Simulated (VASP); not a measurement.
# ZrS2 in VASP: notebook

Aim: see how the results for ZrS2 move with the level of theory and the settings. Levels: r2SCAN, PBE0. Tasks: work function.

Everything below comes from runs of VASP 6.6.1. Logs are shortened: lines on timing, memory, paths and dates and some standing lists are left out, and cuts for length are marked.

### 1 Starting point

The cell holds a sheet with vacuum, 3 atoms: a = 3.647 Å, b = 3.647 Å, c = 18.900 Å, α = 90.00°, β = 90.00°, γ = 120.00°.

The cell was built by a generator and needn't be a form met in nature.

### 2 Work function, r2SCAN

INCAR

```
SYSTEM = ZrS2
PREC = Accurate
ENCUT = 520
EDIFF = 1E-6
ISMEAR = 0
SIGMA = 0.03
LREAL = .False.
LASPH = .True.
NELM = 100
ALGO = Normal
ISIF = 2
LWAVE = .False.
LCHARG = .True.
LDIPOL = .True.
IDIPOL = 3
DIPOL = 0.5 0.5 0.500
METAGGA = R2SCAN
LMIXTAU = .True.
LVHAR = .True.
LVACPOTAV = .True.
KPAR = 4
```

KPOINTS

```
regular mesh
0
Gamma
  12 12 1
  0 0 0
```

POSCAR

```
ZrS2                                    
1.0
    3.6468082650     -0.0000000000      0.0000000000
   -1.8234041325      3.1582285983      0.0000000000
    0.0000000000      0.0000000000     18.9000000000
  S               Zr            
     2     1
Direct
     0.3333330000000032    0.6666669999999968    0.4227338696337627
     0.6666669999999968    0.3333330000000032    0.5772661303662372
     1.0000000000000000    0.0000000000000000    0.5000000000000000
```

Potentials or basis: VASP PAW PBE potentials, release 64 (S, Zr_sv).

The run is started by

```bash
$ cat potpaw_PBE.64/S/POTCAR potpaw_PBE.64/Zr_sv/POTCAR > POTCAR
$ mpirun -np 4 vasp_std > vasp.out
```

OUTCAR:

```text
SYSTEM = ZrS2
   PREC = Accurate
   ENCUT = 520
   EDIFF = 1E-6
   ISMEAR = 0
   LREAL = .False.
   LASPH = .True.
   NELM = 100
   ISIF = 2
   METAGGA = R2SCAN

 ion  position               nearest neighbor table
   1  0.333  0.667  0.423-   3 2.56   3 2.56   3 2.56
   2  0.667  0.333  0.577-   3 2.56   3 2.56   3 2.56
   3  0.000  0.000  0.500-   1 2.56   2 2.56   1 2.56   2 2.56   2 2.56   1 2.56

  LATTYP: Found a hexagonal cell.
 ALAT       =     3.6468082650
 C/A-ratio  =     5.1826141180

  Lattice vectors:

 A1 = (   3.6468082650,   0.0000000000,   0.0000000000)
 A2 = (  -1.8234041325,   3.1582285983,   0.0000000000)
 A3 = (   0.0000000000,   0.0000000000,  18.9000000000)

Analysis of symmetry for initial positions (statically):
=====================================================================
 Subroutine PRICEL returns:
 Original cell was already a primitive cell.

 Routine SETGRP: Setting up the symmetry group for a
 hexagonal supercell.

 Subroutine GETGRP returns: Found 12 space group operations
 (whereof 12 operations were pure point group operations)
 out of a pool of 24 trial point group operations.

The static configuration has the point symmetry D_3d.

Analysis of symmetry for dynamics (positions and initial velocities):
=====================================================================
 Subroutine PRICEL returns:
 Original cell was already a primitive cell.

 Routine SETGRP: Setting up the symmetry group for a
 hexagonal supercell.

 Subroutine GETGRP returns: Found 12 space group operations
 (whereof 12 operations were pure point group operations)
 out of a pool of 24 trial point group operations.

The dynamic configuration has the point symmetry D_3d.

 Subroutine INISYM returns: Found 12 space group operations
 (whereof 12 operations are pure point group operations),
 and found     1 'primitive' translations

----------------------------------------------------------------------------------------

                                     Primitive cell

  volume of cell :     217.6799

  direct lattice vectors                    reciprocal lattice vectors
     3.646808265  0.000000000  0.000000000     0.274212387  0.158316596  0.000000000
    -1.823404133  3.158228598  0.000000000     0.000000000  0.316633191  0.000000000
     0.000000000  0.000000000 18.900000000     0.000000000  0.000000000  0.052910053

  length of vectors
[... 83 lines left out ...]
   NFREE  =      0    steps in history (QN), initial steepest desc. (CG)
   ISIF   =      2    stress and relaxation
   ISYM   =      2    0-nonsym 1-usesym 2-fastsym
   POTIM  = 0.5000    time-step for ionic-motion
   TEBEG  =    0.0;   TEEND  =   0.0 temperature during run
   PSTRESS=    0.0 pullay stress
   NELECT =      24.0000    total number of electrons
   NUPDOWN=      -1.0000    fix difference up-down
   EMIN   =  10.00;   EMAX   =-10.00  energy-range for DOS
   EFERMI =   0.00;   METHOD = LEGACY
   ISMEAR =     0;   SIGMA  =   0.03  broadening in eV -4-tet -1-fermi 0-gaus
   EFERMI_NEDOS =   21; number of points for ismear=-14 and -15
   IALGO  =     38    algorithm
   IMIX   =      4    mixing-type and parameters
     AMIX     =   0.40;   BMIX     =  1.00
     AMIX_MAG =   1.60;   BMIX_MAG =  1.00
  volume/ion in A,a.u.               =      72.56       489.66
  Fermi-wavevector in a.u.,A,eV,Ry     =   0.785005  1.483445  8.384359  0.616233
  Thomas-Fermi vector in A             =   1.889253
   LORBIT       =      0    0 simple, 1 ext, 2 COOP (PROOUT), +10 PAW based schemes
   METAGGA = R2SCAN    functional components
   LHFCALC =     F    Hartree Fock is set to
   AEXX    =    0.0000 exact exchange contribution
   IVDW    =     0    specifies the selected vdW correction
   LEPSILON=     F    determine dielectric tensor
   LRPA    =     F    only Hartree local field effects (RPA)
 non-spin polarized calculation
 Gauss-broadening in eV      SIGMA  =   0.03
  energy-cutoff  :      520.00
  volume of cell :      217.68
 maximum number of plane-waves:      5882
 NGX is ok and might be reduce to    28
   NGX = 13   NGY = 13   NGZ = 71

 dipolmoment           0.000000      0.000000     -0.000000 electrons x Angstroem

 number of electron      24.0000001 magnetization

 dipolmoment           0.000000      0.000000      0.000000 electrons x Angstroem

 Free energy of the ion-electron system (eV)
  ---------------------------------------------------
  ext. energy  EPLUGINS =         0.00000000
  ---------------------------------------------------
  free energy    TOTEN  =       -44.09927219 eV

  energy without entropy =      -44.09927219  energy(sigma->0) =      -44.09927219

 E-fermi :  -3.1085     XC(G=0):  -3.4748

 val. band max:       -3.2727257112   @ k =   0.0000   0.0000   0.0000
 cond. band min:      -1.8526052973   @ k =   0.5000  -0.0000   0.0000
 fundamental gap:      1.4201204138
 Fermi energy:        -3.1085498815

 k-point     1 :       0.0000    0.0000    0.0000
  band No.  band energies     occupation
      1     -53.7795      2.00000
      2     -31.1394      2.00000
      3     -30.9772      2.00000
      4     -30.9772      2.00000
      5     -16.2460      2.00000
      6     -15.0528      2.00000
[... 338 lines left out ...]
      3     -31.1737      2.00000
      4     -31.0644      2.00000
      5     -15.0318      2.00000
      6     -15.0318      2.00000
[... 8 lines left out ...]
     15       0.2793      0.00000
     16       2.4578      0.00000

------------------------ aborting loop because EDIFF is reached ----------------------------------------

  FORCE on cell =-STRESS in cart. coord.  units (eV):
  Direction    XX          YY          ZZ          XY          YZ          ZX
  --------------------------------------------------------------------------------------
  -------------------------------------------------------------------------------------
  Total        0.8045721      0.8045721     -0.1580482     -0.0000000     -0.0000000     -0.0000000
  in kB        5.9218480      5.9218480     -1.1632735     -0.0000000     -0.0000000     -0.0000000
  external PRESSURE =       3.5601408 kB  Pullay stress =       0.0000000 kB

 VOLUME and BASIS-vectors are now :
 -----------------------------------------------------------------------------
  energy-cutoff  :      520.00
  volume of cell :      217.68
      direct lattice vectors                 reciprocal lattice vectors
     3.646808265  0.000000000  0.000000000     0.274212387  0.158316596  0.000000000
    -1.823404133  3.158228598  0.000000000     0.000000000  0.316633191  0.000000000
     0.000000000  0.000000000 18.900000000     0.000000000  0.000000000  0.052910053

 POSITION                                       TOTAL-FORCE (eV/Angst)
 -----------------------------------------------------------------------------------
     -0.00000      2.10549      7.98967         0.000000     -0.000000      0.049118
      1.82341      1.05274     10.91033        -0.000000      0.000000     -0.049118
      0.00000      0.00000      9.45000         0.000000      0.000000      0.000000
 -----------------------------------------------------------------------------------
    total drift:                                0.000000     -0.000000      0.000000

  FREE ENERGIE OF THE ION-ELECTRON SYSTEM (eV)
  ---------------------------------------------------
  free  energy   TOTEN  =       -44.0992721895 eV

  energy  without entropy=      -44.0992721895  energy(sigma->0) =      -44.09927219

 vacuum level on the upper side and lower side of the slab         3.447         3.447
```

stdout:

```text
POSCAR found type information on POSCAR S Zr
 POSCAR found :  2 types and       3 ions
 scaLAPACK will be used
 -----------------------------------------------------------------------------
[... 23 lines left out ...]
|     Did not find any points to average over, which means that no vacuum     |
|     field-free region was found. Please increase the size of  your cell     |
|     in the dimension of the dipole correction to obtain accurate            |
|     workfunction values.                                                    |
|                                                                             |
 -----------------------------------------------------------------------------
```

It took 4.2 min on 4 MPI ranks of Intel Xeon Platinum 8559C (Emerald Rapids), shared host; peak memory 0.4 GiB.

What came out:

| Item | Value |
| --- | --- |
| Free energy | -44.0993 eV |
| Largest force | 0.049 eV/Å |
| Band gap on the k mesh | 1.42 eV, indirect (least direct gap 2.02 eV) |
| Ionisation potential of the upper face | 6.72 eV |

Forces in eV/Å, atoms in the order of the input:
```
S    0.000  0.000  0.049
S    0.000  0.000 -0.049
Zr   0.000  0.000  0.000
```

Caveat: the PAW data sets were made with another functional, which shifts forces and pressure a little.

### 3 Work function, PBE0

POSCAR is that of step 2.

INCAR.step1

```
SYSTEM = ZrS2
PREC = Accurate
ENCUT = 520
EDIFF = 1E-5
ISMEAR = 0
SIGMA = 0.03
LREAL = .False.
LASPH = .True.
NELM = 100
ALGO = Normal
ISIF = 2
LWAVE = .True.
LDIPOL = .True.
IDIPOL = 3
DIPOL = 0.5 0.5 0.500
GGA = PE
KPAR = 4
```

INCAR.step2

```
SYSTEM = ZrS2
PREC = Accurate
ENCUT = 520
EDIFF = 1E-6
ISMEAR = 0
SIGMA = 0.03
LREAL = .False.
LASPH = .True.
NELM = 100
ALGO = Normal
ISIF = 2
LWAVE = .False.
LCHARG = .True.
LDIPOL = .True.
IDIPOL = 3
DIPOL = 0.5 0.5 0.500
GGA = PE
LHFCALC = .True.
AEXX = 0.25
PRECFOCK = Fast
LVHAR = .True.
LVACPOTAV = .True.
ISTART = 1
KPAR = 4
```

KPOINTS

```
regular mesh
0
Gamma
  6 6 1
  0 0 0
```

Potentials or basis: VASP PAW PBE potentials, release 64 (S, Zr_sv).

The run is started by

```bash
$ cat potpaw_PBE.64/S/POTCAR potpaw_PBE.64/Zr_sv/POTCAR > POTCAR
$ cp INCAR.step1 INCAR
$ mpirun -np 4 vasp_std > vasp.out
$ cp INCAR.step2 INCAR
$ mpirun -np 4 vasp_std > vasp.out
```

OUTCAR:

```text
SYSTEM = ZrS2
   PREC = Accurate
   ENCUT = 520
   EDIFF = 1E-6
   ISMEAR = 0
   LREAL = .False.
   LASPH = .True.
   NELM = 100
   ISIF = 2
   GGA = PE
   LHFCALC = .True.
   AEXX = 0.25
   PRECFOCK = Fast
   ISTART = 1

 ion  position               nearest neighbor table
   1  0.333  0.667  0.423-   3 2.56   3 2.56   3 2.56
   2  0.667  0.333  0.577-   3 2.56   3 2.56   3 2.56
   3  0.000  0.000  0.500-   1 2.56   2 2.56   1 2.56   2 2.56   2 2.56   1 2.56

  LATTYP: Found a hexagonal cell.
 ALAT       =     3.6468082650
 C/A-ratio  =     5.1826141180

  Lattice vectors:

 A1 = (   3.6468082650,   0.0000000000,   0.0000000000)
 A2 = (  -1.8234041325,   3.1582285983,   0.0000000000)
 A3 = (   0.0000000000,   0.0000000000,  18.9000000000)

Analysis of symmetry for initial positions (statically):
=====================================================================
 Subroutine PRICEL returns:
 Original cell was already a primitive cell.

 Routine SETGRP: Setting up the symmetry group for a
 hexagonal supercell.

 Subroutine GETGRP returns: Found 12 space group operations
 (whereof 12 operations were pure point group operations)
 out of a pool of 24 trial point group operations.

The static configuration has the point symmetry D_3d.

Analysis of symmetry for dynamics (positions and initial velocities):
=====================================================================
 Subroutine PRICEL returns:
 Original cell was already a primitive cell.

 Routine SETGRP: Setting up the symmetry group for a
 hexagonal supercell.

 Subroutine GETGRP returns: Found 12 space group operations
 (whereof 12 operations were pure point group operations)
 out of a pool of 24 trial point group operations.

The dynamic configuration has the point symmetry D_3d.

 Subroutine INISYM returns: Found 12 space group operations
 (whereof 12 operations are pure point group operations),
 and found     1 'primitive' translations

----------------------------------------------------------------------------------------

                                     Primitive cell

  volume of cell :     217.6799

  direct lattice vectors                    reciprocal lattice vectors
     3.646808265  0.000000000  0.000000000     0.274212387  0.158316596  0.000000000
    -1.823404133  3.158228598  0.000000000     0.000000000  0.316633191  0.000000000
     0.000000000  0.000000000 18.900000000     0.000000000  0.000000000  0.052910053

  length of vectors
     3.646808265  3.646808263 18.900000000     0.316633191  0.316633191  0.052910053

  position of ions in fractional coordinates (direct lattice)
     0.333333000  0.666667000  0.422733870
     0.666667000  0.333333000  0.577266130
     0.000000000  0.000000000  0.500000000

  ion indices of the primitive-cell ions
   primitive index   ion index
                 1           1
                 2           2
                 3           3

----------------------------------------------------------------------------------------

 KPOINTS: regular mesh

Automatic generation of k-mesh.
 Grid dimensions read from file:
 generate k-points for:    6    6    1

[... 31 lines left out ...]
   dimension x,y,z NGXF=    56 NGYF=   56 NGZF=  288
   ions per type =               2   1
   NGX,Y,Z   is equivalent  to a cutoff of  12.76, 12.76, 12.67 a.u.
   NGXF,Y,Z  is equivalent  to a cutoff of  25.53, 25.53, 25.33 a.u.
 SYSTEM =  ZrS2
   PREC   = accura    normal or accurate (medium, high low for compatibility)
   ISTART =      1    job   : 0-new  1-cont  2-samecut
   ICHARG =      0    charge: 1-file 2-atom 10-const
   ISPIN  =      1    spin polarized calculation?
   LNONCOLLINEAR =      F non collinear calculations
   LSORBIT =      F    spin-orbit coupling
   LASPH  =      T    aspherical Exc in radial PAW
   ENCUT  =  520.0 eV  38.22 Ry    6.18 a.u.   6.78  6.78 35.14*2*pi/ulx,y,z
   NELM   =    100;   NELMIN=  2; NELMDL=  0     # of ELM steps
   EDIFF  = 0.1E-05   stopping-criterion for ELM
   LREAL  =      F    real-space projection
   EDIFFG = 0.1E-04   stopping-criterion for IOM
   NSW    =      0    number of steps for IOM
   IBRION =     -1    ionic relax: 0-MD 1-quasi-New 2-CG
   NFREE  =      0    steps in history (QN), initial steepest desc. (CG)
   ISIF   =      2    stress and relaxation
   ISYM   =      3    0-nonsym 1-usesym 2-fastsym
   POTIM  = 0.5000    time-step for ionic-motion
   TEBEG  =    0.0;   TEEND  =   0.0 temperature during run
   PSTRESS=    0.0 pullay stress
   NELECT =      24.0000    total number of electrons
   NUPDOWN=      -1.0000    fix difference up-down
   EMIN   =  10.00;   EMAX   =-10.00  energy-range for DOS
   EFERMI =   0.00;   METHOD = LEGACY
   ISMEAR =     0;   SIGMA  =   0.03  broadening in eV -4-tet -1-fermi 0-gaus
   EFERMI_NEDOS =   21; number of points for ismear=-14 and -15
   IALGO  =     38    algorithm
   IMIX   =      1    mixing-type and parameters
     AMIX     =   0.40;   BMIX     =  1.00
     AMIX_MAG =   1.60;   BMIX_MAG =  1.00
  volume/ion in A,a.u.               =      72.56       489.66
  Fermi-wavevector in a.u.,A,eV,Ry     =   0.785005  1.483445  8.384359  0.616233
  Thomas-Fermi vector in A             =   1.889253
   LORBIT       =      0    0 simple, 1 ext, 2 COOP (PROOUT), +10 PAW based schemes
   GGA     = PE    functional components
   LHFCALC =     T    Hartree Fock is set to
   PRECFOCK=fast      Normal, Fast or Accurate (Low or Medium for compatibility)
   ENCUT4O =  -1.0   cutoff for four orbital integrals eV
   NKREDX  =     1    reduce k-point grid by
   NKREDY  =     1    reduce k-point grid by
   NKREDZ  =     1    reduce k-point grid by
   AEXX    =    0.2500 exact exchange contribution
   HFSCREEN=    0.0000 screening length (either q_TF or 0.3 A-1)
   HFSCREENC=   0.0000 screening length for correlation (either q_TF or 0.3 A-1)
   ENCUTFOCK=  -1.0 apply spherical cutoff to Coloumb kernel
   IVDW    =     0    specifies the selected vdW correction
   LEPSILON=     F    determine dielectric tensor
   LRPA    =     F    only Hartree local field effects (RPA)
 non-spin polarized calculation
 Gauss-broadening in eV      SIGMA  =   0.03
  energy-cutoff  :      520.00
  volume of cell :      217.68
 maximum number of plane-waves:      5880
 NGX is ok and might be reduce to    28
  NGX = 16; NGY = 16; NGZ = 84

 dipolmoment           0.000000      0.000000      0.000000 electrons x Angstroem

 number of electron      24.0000001 magnetization

 dipolmoment           0.000000      0.000000     -0.000000 electrons x Angstroem

 Free energy of the ion-electron system (eV)
  ---------------------------------------------------
  ext. energy  EPLUGINS =         0.00000000
  ---------------------------------------------------
  free energy    TOTEN  =       -27.53059911 eV

  energy without entropy =      -27.53059911  energy(sigma->0) =      -27.53059911

 E-fermi :  -3.7239     XC(G=0):  -2.6804

 val. band max:       -3.9103390203   @ k =   0.0000   0.0000   0.0000
 cond. band min:      -1.3202886598   @ k =   0.5000  -0.0000   0.0000
 fundamental gap:      2.5900503605
 Fermi energy:        -3.7239229533

 k-point     1 :       0.0000    0.0000    0.0000
  band No.  band energies     occupation
      1     -56.2800      2.00000
      2     -32.9456      2.00000
      3     -32.7583      2.00000
      4     -32.7583      2.00000
      5     -17.7855      2.00000
      6     -16.4879      2.00000
[... 110 lines left out ...]
      3     -32.9825      2.00000
      4     -32.8667      2.00000
      5     -16.4522      2.00000
      6     -16.4522      2.00000
[... 8 lines left out ...]
     15       1.0299      0.00000
     16       3.1883      0.00000

------------------------ aborting loop because EDIFF is reached ----------------------------------------

  FORCE on cell =-STRESS in cart. coord.  units (eV):
  Direction    XX          YY          ZZ          XY          YZ          ZX
  --------------------------------------------------------------------------------------
  -------------------------------------------------------------------------------------
  Total        0.3110284      0.3110284     -0.5512888     -0.0000000      0.0000000      0.0000000
  in kB        2.2892456      2.2892456     -4.0576206     -0.0000000      0.0000000      0.0000000
  external PRESSURE =       0.1736235 kB  Pullay stress =       0.0000000 kB

 VOLUME and BASIS-vectors are now :
 -----------------------------------------------------------------------------
  energy-cutoff  :      520.00
  volume of cell :      217.68
      direct lattice vectors                 reciprocal lattice vectors
     3.646808265  0.000000000  0.000000000     0.274212387  0.158316596  0.000000000
    -1.823404133  3.158228598  0.000000000     0.000000000  0.316633191  0.000000000
     0.000000000  0.000000000 18.900000000     0.000000000  0.000000000  0.052910053

 POSITION                                       TOTAL-FORCE (eV/Angst)
 -----------------------------------------------------------------------------------
     -0.00000      2.10549      7.98967        -0.000000      0.000000      0.161617
      1.82341      1.05274     10.91033         0.000000     -0.000000     -0.161617
      0.00000      0.00000      9.45000         0.000000      0.000000      0.000000
 -----------------------------------------------------------------------------------
    total drift:                                0.000000     -0.000000      0.000000

  FREE ENERGIE OF THE ION-ELECTRON SYSTEM (eV)
  ---------------------------------------------------
  free  energy   TOTEN  =       -27.5305991141 eV

  energy  without entropy=      -27.5305991141  energy(sigma->0) =      -27.53059911

 vacuum level on the upper side and lower side of the slab         3.433         3.433
```

Wall time 2.1 min (4 MPI ranks of Intel Xeon Platinum 8559C (Emerald Rapids), shared host); peak memory 0.32 GiB.

Results:

- Free energy: -27.5306 eV
- Largest force: 0.162 eV/Å
- Band gap on the k mesh: 2.59 eV, indirect (least direct gap 3.28 eV)
- Ionisation potential of the upper face: 7.34 eV

Forces in eV/Å, atoms in the order of the input:
```
S    0.000  0.000  0.162
S    0.000  0.000 -0.162
Zr   0.000  0.000  0.000
```

Caveat: the PAW data sets were made with another functional, which shifts forces and pressure a little.
